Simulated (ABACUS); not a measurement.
# TiO2 (P4_2/mnm) in ABACUS: a series of runs

The runs below take TiO2 through single point, with PBE.

All numbers are computed with ABACUS 3.10.1; they aren't measurements. Logs are shortened: lines on timing, memory, paths and dates and some standing lists are left out, and cuts for length are marked.

**What was measured.**

“Shallow Valence Band of Rutile GeO2 and P-type Doping”, 2020, arxiv:2011.08928 quotes, for a bulk crystal of TiO2 at 1.6 K: band gap 3.03 eV (direct).

The results are compared with them further down.

### 1 The structure

It takes space group P4_2/mnm (No. 136, tetragonal). Conventional cell: a = 4.600 Å, b = 4.600 Å, c = 2.959 Å, α = 90.00°, β = 90.00°, γ = 90.00°. Ti (site symmetry mmm) has 6 O at 1.95 to 1.98 Å as nearest neighbours. O (site symmetry m2m) is surrounded by 3 Ti at 1.95 to 1.98 Å.

The cell is a database's computed one.

### 2 Single point, PBE (cell strained by -0.06 along c)

The input, INPUT:

```
INPUT_PARAMETERS
suffix              TiO2
calculation         scf
basis_type          lcao
pseudo_dir          ./
orbital_dir         ./
latname             st
symmetry            1
dft_functional      pbe
ecutwfc             100
pseudo_rcut         7
nspin               1
nbands              29
ks_solver           genelpa
smearing_method     fd
smearing_sigma      0.00367493
scf_thr             1e-07
scf_nmax            100
mixing_type         broyden
mixing_beta         0.7
cal_force           1
cal_stress          1
out_mul             1
```

The input, STRU:

```
ATOMIC_SPECIES
Ti 47.8670 Ti.upf
O 15.9990 O.upf

NUMERICAL_ORBITAL
Ti_confined-atom_7au_3s2p2d1f.orb
O_confined-atom_6au_2s2p1d.orb

LATTICE_CONSTANT
8.6924327600

LATTICE_PARAMETERS
0.6047302438

ATOMIC_POSITIONS
Direct

Ti
0.0
2
0.0000000000 0.0000000000 0.5000000000 1 1 1
0.5000000000 0.5000000000 0.0000000000 1 1 1

O
0.0
4
0.3043213200 0.3043213200 0.5000000000 1 1 1
0.1956786800 0.8043213200 0.0000000000 1 1 1
0.8043213200 0.1956786800 0.0000000000 1 1 1
0.6956786800 0.6956786800 0.5000000000 1 1 1
```

The input, KPT:

```
K_POINTS
0
Gamma
4 4 6 0 0 0
```

Potentials or basis: PseudoDojo NC SR 0.4.1 PBE standard, DZP LCAO (the cutoffs set its grid).

The run is started by

```console
OMP_NUM_THREADS=1 mpirun -np 4 abacus > log
```

running log:

```text
ABACUS v3.10.1

               Atomic-orbital Based Ab-initio Computation at UStc

 ------------------------------------------------------------------------------------

 READING GENERAL INFORMATION
                           global_out_dir = OUT.TiO2/
                           global_in_card = INPUT
                               pseudo_dir = ./
                              orbital_dir = ./
                                    DSIZE = 4
                                    GSIZE = 1

 READING UNITCELL INFORMATION
                                    ntype = 2
                  lattice constant (Bohr) = 8.69243
              lattice constant (Angstrom) = 4.59984

 READING ATOM TYPE 1
                               atom label = Ti
                      L=0, number of zeta = 3
                      L=1, number of zeta = 2
                      L=2, number of zeta = 2
                      L=3, number of zeta = 1
             number of atom for this type = 2

 READING ATOM TYPE 2
                               atom label = O
                      L=0, number of zeta = 2
                      L=1, number of zeta = 2
                      L=2, number of zeta = 1
             number of atom for this type = 4

                        TOTAL ATOM NUMBER = 6
DIRECT COORDINATES
    atom                   x                   y                   z     mag                  vx                  vy                  vz
taud_Ti1            0.0000000000        0.0000000000        0.5000000000  0.0000        0.0000000000        0.0000000000        0.0000000000
taud_Ti2            0.5000000000        0.5000000000        0.0000000000  0.0000        0.0000000000        0.0000000000        0.0000000000
taud_O1            0.3043213200        0.3043213200        0.5000000000  0.0000        0.0000000000        0.0000000000        0.0000000000
taud_O2            0.1956786800        0.8043213200        0.0000000000  0.0000        0.0000000000        0.0000000000        0.0000000000
taud_O3            0.8043213200        0.1956786800        0.0000000000  0.0000        0.0000000000        0.0000000000        0.0000000000
taud_O4            0.6956786800        0.6956786800        0.5000000000  0.0000        0.0000000000        0.0000000000        0.0000000000

                          Volume (Bohr^3) = 397.178
                             Volume (A^3) = 58.8557

 Lattice vectors: (Cartesian coordinate: in unit of a_0)
                   +1                  +0                  +0
                   +0                  +1                  +0
                   +0                  +0            +0.60473
 Reciprocal vectors: (Cartesian coordinate: in unit of 2 pi/a_0)
                   +1                  -0                  +0
                   -0                  +1                  -0
                   +0                  -0            +1.65363
 The esolver type has been set to : ksdft_lcao

                PAO radial cut off (Bohr) = 7

 Read in pseudopotential file is Ti.upf
                     pseudopotential type = NC
          exchange-correlation functional = PBE
                 nonlocal core correction = 1
                        valence electrons = 12
                                     lmax = 2
                           number of zeta = 4
                     number of projectors = 6
                           L of projector = 0
[... 5 lines left out ...]
                PAO radial cut off (Bohr) = 7

 Read in pseudopotential file is O.upf
                     pseudopotential type = NC
          exchange-correlation functional = PBE
                 nonlocal core correction = 1
                        valence electrons = 6
                                     lmax = 2
                           number of zeta = 2
                     number of projectors = 5
                           L of projector = 0
                           L of projector = 0
                           L of projector = 1
                           L of projector = 1
                           L of projector = 2
     initial pseudo atomic orbital number = 36

 SETUP THE ELECTRONS NUMBER
            electron number of element Ti = 12
      total electron number of element Ti = 24
             electron number of element O = 6
       total electron number of element O = 24
            AUTOSET number of electrons:  = 48
                           occupied bands = 24
                                   NLOCAL = 104
                                   NBANDS = 29
                                   NBANDS = 29
                                   NLOCAL = 104

%%%%%%%%%%%%%%%%%%%%%%%%%%%%%%%%%%%%%%%%%%%%%%%%%%%%%%%%%%%%%%%%%%%%%%%%%%%%%%%%%%%%%%%%%%%%%%%%%%%%%%%%%%
 Warning: the number of valence electrons in pseudopotential > 4 for Ti: [Ar] 3d2 4s2
 Pseudopotentials with additional electrons can yield (more) accurate outcomes, but may be less efficient.
 If you're confident that your chosen pseudopotential is appropriate, you can safely ignore this warning.
%%%%%%%%%%%%%%%%%%%%%%%%%%%%%%%%%%%%%%%%%%%%%%%%%%%%%%%%%%%%%%%%%%%%%%%%%%%%%%%%%%%%%%%%%%%%%%%%%%%%%%%%%%

 SETUP THE PLANE WAVE BASIS
 energy cutoff for charge/potential (unit:Ry) = 400
            fft grid for charge/potential = [ 60, 60, 36 ]
                        fft grid division = [ 5, 5, 3 ]
        big fft grid for charge/potential = [ 12, 12, 12 ]
                                     nbxx = 432
                                     nrxx = 32400

 SETUP PLANE WAVES FOR CHARGE/POTENTIAL
                    number of plane waves = 53745
[... 43 lines left out ...]
                                C/A RATIO = 0.60473
Original cell was already a primitive cell.
                        ROTATION MATRICES = 16
              PURE POINT GROUP OPERATIONS = 8
                   SPACE GROUP OPERATIONS = 16
                                       C2 = 3
                                       C3 = 0
                                       C4 = 0
                                       C6 = 0
                                       S1 = 3
                                       S3 = 0
                                       S4 = 0
                                       S6 = 0
                              POINT GROUP = D_2h
               POINT GROUP IN SPACE GROUP = D_4h

 SETUP K-POINTS
                                    nspin = 1
                   Input type of k points = Monkhorst-Pack(Gamma)
                                   nkstot = 96
                       right hand lattice = 1
(for reciprocal lattice: )
                             BRAVAIS TYPE = 5
                     BRAVAIS LATTICE NAME = 05. Tetrogonal P (simple)
                                    ibrav = 5
                       right hand lattice = 1
(for k-lattice: )
                             BRAVAIS TYPE = 5
                     BRAVAIS LATTICE NAME = 05. Tetrogonal P (simple)
                                    ibrav = 5
                       right hand lattice = 1
                        ROTATION MATRICES = 16
                               nkstot_ibz = 24
K-POINTS REDUCTION ACCORDING TO SYMMETRY
     IBZ    DIRECT_X    DIRECT_Y    DIRECT_Z  WEIGHT  ibz2bz
       1  0.00000000  0.00000000  0.00000000  0.0104       0
       2  0.25000000  0.00000000  0.00000000  0.0417       1
       3  0.50000000  0.00000000  0.00000000  0.0208       2
       4  0.25000000  0.25000000  0.00000000  0.0417       5
       5  0.50000000  0.25000000  0.00000000  0.0417       6
       6  0.50000000  0.50000000  0.00000000  0.0104      10
[... 16 lines left out ...]
      23  0.50000000  0.25000000  0.50000000  0.0417      54
      24  0.50000000  0.50000000  0.50000000  0.0104      58

                               nkstot now = 24
[... K-POINTS DIRECT COORDINATES: 24 rows ...]

           k-point number in this process = 24
       minimum distributed K point number = 24
[... stars of the k points ...]

[... K-POINTS CARTESIAN COORDINATES: 24 rows ...]

[... K-POINTS DIRECT COORDINATES: 24 rows ...]

 SETUP PLANE WAVES FOR WAVE FUNCTIONS
     energy cutoff for wavefunc (unit:Ry) = 100
              fft grid for wave functions = [ 60, 60, 36 ]
                    number of plane waves = 8355
                         number of sticks = 697

 PARALLEL PW FOR WAVE FUNCTIONS
     PROC   COLUMNS(POT)             PW
        1            175           2089
        2            175           2089
        3            174           2088
        4            173           2089
 --------------- sum -------------------
        4            697           8355

 SET NONLOCAL PSEUDOPOTENTIAL PROJECTORS
 SET NONLOCAL PSEUDOPOTENTIAL PROJECTORS
 max number of nonlocal projetors among all species is 6

 -------------------------------------------
 SELF-CONSISTENT
 -------------------------------------------

 SETUP SEARCHING RADIUS FOR PROGRAM TO SEARCH ADJACENT ATOMS
                  longest orb rcut (Bohr) = 7
   longest nonlocal projector rcut (Bohr) = 1.7
                     search radius (Bohr) = 17.4
              searching radius is (Bohr)) = 17.4
         searching radius unit is (Bohr)) = 8.69
                         PeriodicBoundary = 1
                        Radius(unit:lat0) = 2
                                   glayer = [ 4, 4, 5 ]
                             glayer_minus = [ 3, 3, 4 ]

Find the coordinate range of the input atom(unit:lat0).
                                  min_tau = [ -3, -3, -2.42 ]
                                  max_tau = [ 3.8, 3.8, 2.72 ]
                                BoxNumber = [ 7, 7, 9 ]

 SETUP EXTENDED REAL SPACE GRID FOR GRID INTEGRATION
                          real space grid = [ 60, 60, 36 ]
                 big cell numbers in grid = [ 12, 12, 12 ]
             meshcell numbers in big cell = [ 5, 5, 3 ]
                        extended fft grid = [ 10, 10, 16 ]
                dimension of extened grid = [ 33, 33, 45 ]
                            UnitCellTotal = 45
              Atom number in sub-FFT-grid = 6
    Local orbitals number in sub-FFT-grid = 104
                                ParaV.nnr = 99208
                                 init_chg = atomic

 LCAO ALGORITHM --------------- ION=   1  ELEC=   1--------------------------------

 Density error is 0.16698278569
----------------------------------------------------------
     Energy           Rydberg                 eV
----------------------------------------------------------
 E_KohnSham     -369.0364067086      -5020.9979006826
 E_Harris       -370.7431355120      -5044.2191373492
 E_Fermi        0.6319183940         8.5976908292
----------------------------------------------------------
[... 113 lines left out ...]
 Density error is 2.4404431218e-08
----------------------------------------------------------
     Energy           Rydberg                 eV
----------------------------------------------------------
 E_KohnSham     -370.3403269478      -5038.7386456735
 E_KS(sigma->0) -370.3403269478      -5038.7386456734
 E_Harris       -370.3403270324      -5038.7386468235
 E_band         -26.0038049940       -353.7999175990
 E_one_elec     -118.7084503017      -1615.1113248525
 E_Hartree      84.7235306001        1152.7227708388
 E_xc           -68.6317179599       -933.7824277842
 E_Ewald        -267.7236892863      -3642.5676638754
 E_entropy(-TS) -0.0000000000        -0.0000000002
 E_descf        0.0000000000         0.0000000000
 E_exx          0.0000000000         0.0000000000
 E_Fermi        0.7960451929         10.8307504889
----------------------------------------------------------

 charge density convergence is achieved
 final etot is -5038.7386457 eV
 EFERMI = 10.830750489 eV

 STATE ENERGY(eV) AND OCCUPATIONS    NSPIN == 1
 1/24 kpoint (Cartesian) = 0.0000 0.0000 0.0000 (1673 pws)
       1       -46.6865      0.0208333
       2       -46.6662      0.0208333
       3       -23.0970      0.0208333
       4       -23.0970      0.0208333
       5       -22.8759      0.0208333
       6       -22.8759      0.0208333
[... 176 lines left out ...]
      28        12.8878    2.82736e-20
      29        14.3169    1.09284e-32

[... levels at 18 further k points ...]

 correction force for each atom along direction 1 is 6.59368e-15
 correction force for each atom along direction 2 is 1.41915e-14
 correction force for each atom along direction 3 is 4.54555e-15
------------------------------------------------------------------------------------------
 TOTAL-FORCE (eV/Angstrom)
------------------------------------------------------------------------------------------
                       Ti1         0.0000000000         0.0000000000         0.0000000000
                       Ti2         0.0000000000         0.0000000000         0.0000000000
                        O1        -0.3726069509        -0.3726069509         0.0000000000
                        O2         0.3726069509        -0.3726069509         0.0000000000
                        O3        -0.3726069509         0.3726069509         0.0000000000
                        O4         0.3726069509         0.3726069509         0.0000000000
------------------------------------------------------------------------------------------

----------------------------------------------------------------
 TOTAL-STRESS (KBAR)
----------------------------------------------------------------
       174.4027018181         0.0000000000         0.0000000000
         0.0000000000       174.4027018181         0.0000000000
         0.0000000000         0.0000000000       425.5434481820
----------------------------------------------------------------
 TOTAL-PRESSURE: 258.116284 KBAR

 --------------------------------------------
 !FINAL_ETOT_IS -5038.7386456734684543 eV
 --------------------------------------------
```

Wall time 16 s (4 MPI ranks of Intel Xeon Platinum 8375C at 2.90GHz (Ice Lake), shared host); peak memory 0.48 GiB.

What came out:

| Property | Result |
| --- | --- |
| Free energy | -5038.7386 eV |
| Pressure | 25.8 GPa |
| Largest force | 0.527 eV/Å |
| Band gap on the k mesh | 2.07 eV, direct |
| Mulliken charges | Ti +0.92; O -0.46 e |

Forces on the atoms (eV/Å):
```
Ti   0.000  0.000  0.000
Ti   0.000  0.000  0.000
O   -0.373 -0.373  0.000
O    0.373 -0.373  0.000
O   -0.373  0.373  0.000
O    0.373  0.373  0.000
```

Stress tensor (GPa, compression positive):
```
17.44  0.00  0.00
 0.00 17.44  0.00
 0.00  0.00 42.55
```

Levels at points of the mesh, in eV from the valence-band top:
```tsv
k point	band 22	band 23	band 24	band 25	band 26	band 27
(0.00, 0.00, 0.00)	-0.43	-0.40	0.00	2.07	2.30	3.03
(0.50, 0.00, 0.00)	-1.22	-0.69	-0.69	2.80	2.80	3.56
(0.50, 0.50, 0.00)	-1.07	-0.92	-0.92	2.07	2.07	3.10
(0.00, 0.00, 0.50)	-2.21	-1.40	-1.40	3.33	3.33	4.06
(0.50, 0.00, 0.50)	-2.09	-0.98	-0.98	2.20	2.20	4.15
(0.50, 0.50, 0.50)	-1.19	-0.64	-0.64	2.95	2.95	3.58
```

Caveat: the atomic orbitals were generated for these runs and aren't a published set; Mulliken charges move with the basis; the basis of atomic orbitals isn't converged, which shifts pressures, moduli and gaps. A k mesh can miss the band edges.

### 3 Single point, PBE (cell strained by -0.03 along c)

INPUT is that of step 2.

STRU, as its differences from that of step 2:

```diff
@@ -12,3 +12,3 @@
 LATTICE_PARAMETERS
-0.6047302438
+0.6240301452
```

KPT is that of step 2.

Potentials or basis: PseudoDojo NC SR 0.4.1 PBE standard, DZP LCAO (the cutoffs set its grid).

The run is started by

```console
OMP_NUM_THREADS=1 mpirun -np 4 abacus > log
```

Run time: 16 s. Hardware: 4 MPI ranks of Intel Xeon Platinum 8375C at 2.90GHz (Ice Lake), shared host; peak memory 0.48 GiB.

It converged, with:

```
Free energy            : -5039.1093 eV
Pressure               : 14.2 GPa
Largest force          : 0.181 eV/Å
Band gap on the k mesh : 1.93 eV, direct
Mulliken charges       : Ti +0.94, +0.93; O -0.47 e
```

Forces in eV/Å, atoms in the order of the input:
```
Ti   0.000  0.000  0.000
Ti   0.000  0.000  0.000
O   -0.128 -0.128  0.000
O    0.128 -0.128  0.000
O   -0.128  0.128  0.000
O    0.128  0.128  0.000
```

Stress tensor (GPa, compression positive):
```
10.65  0.00  0.00
 0.00 10.65  0.00
 0.00  0.00 21.45
```

Levels at points of the mesh, in eV from the valence-band top:
```
           k point  band 22  band 23  band 24  band 25  band 26  band 27
(0.00, 0.00, 0.00)    -0.49    -0.49     0.00     1.93     2.19     2.65
(0.50, 0.00, 0.00)    -1.50    -0.73    -0.73     2.62     2.62     3.23
(0.50, 0.50, 0.00)    -1.18    -1.13    -1.13     1.94     1.94     2.74
(0.00, 0.00, 0.50)    -2.31    -1.44    -1.44     3.11     3.11     3.59
(0.50, 0.00, 0.50)    -2.08    -1.04    -1.04     2.00     2.00     3.60
(0.50, 0.50, 0.50)    -1.26    -0.69    -0.69     2.72     2.72     3.35
```

Caveat: the atomic orbitals were generated for these runs and aren't a published set; Mulliken charges move with the basis; the basis of atomic orbitals isn't converged, which shifts pressures, moduli and gaps.

### 4 Single point, PBE

INPUT, as its differences from that of step 3:

```diff
@@ -23 +23,4 @@
 out_mul             1
+out_chg             1
+out_pot             2
+out_elf             1
```

STRU, as its differences from that of step 3:

```diff
@@ -12,3 +12,3 @@
 LATTICE_PARAMETERS
-0.6240301452
+0.6433300466
```

KPT is that of step 3.

The run is started by

```console
OMP_NUM_THREADS=1 mpirun -np 4 abacus > log
```

Wall time 13 s (4 MPI ranks of Intel Xeon Platinum 8375C at 2.90GHz (Ice Lake), shared host); peak memory 0.48 GiB.

Results (log left out):

```
Free energy            : -5039.2579 eV
Pressure               : 4.8 GPa
Largest force          : 0.035 eV/Å
Band gap on the k mesh : 1.80 eV, direct
Mulliken charges       : Ti +0.95; O -0.47, -0.48 e
```

Forces on the atoms (eV/Å):
```
Ti   0.000  0.000  0.000
Ti   0.000  0.000  0.000
O    0.025  0.025  0.000
O   -0.025  0.025  0.000
O    0.025 -0.025  0.000
O   -0.025 -0.025  0.000
```

Stress tensor (GPa, compression positive):
```
4.88 0.00 0.00
0.00 4.88 0.00
0.00 0.00 4.53
```

Levels at points of the mesh, in eV from the valence-band top:
| k point | band 21 | band 22 | band 23 | band 24 | band 25 | band 26 | band 27 | band 28 |
| --- | --- | --- | --- | --- | --- | --- | --- | --- |
| (0.00, 0.00, 0.00) | -0.79 | -0.52 | -0.52 | 0.00 | 1.80 | 2.08 | 2.34 | 2.42 |
| (0.50, 0.00, 0.00) | -1.72 | -1.72 | -0.75 | -0.75 | 2.46 | 2.46 | 2.95 | 2.95 |
| (0.50, 0.50, 0.00) | -1.38 | -1.38 | -1.16 | -1.16 | 1.83 | 1.83 | 2.45 | 2.45 |
| (0.00, 0.00, 0.50) | -2.37 | -2.37 | -1.46 | -1.46 | 2.93 | 2.93 | 3.10 | 3.10 |
| (0.50, 0.00, 0.50) | -2.06 | -2.06 | -1.06 | -1.06 | 1.84 | 1.84 | 3.12 | 3.12 |
| (0.50, 0.50, 0.50) | -1.30 | -1.30 | -0.72 | -0.72 | 2.54 | 2.54 | 3.14 | 3.14 |

Caveat: the atomic orbitals were generated for these runs and aren't a published set; Mulliken charges move with the basis; the basis of atomic orbitals isn't converged, which shifts pressures, moduli and gaps.

(Part 1 of 2 ends here.)
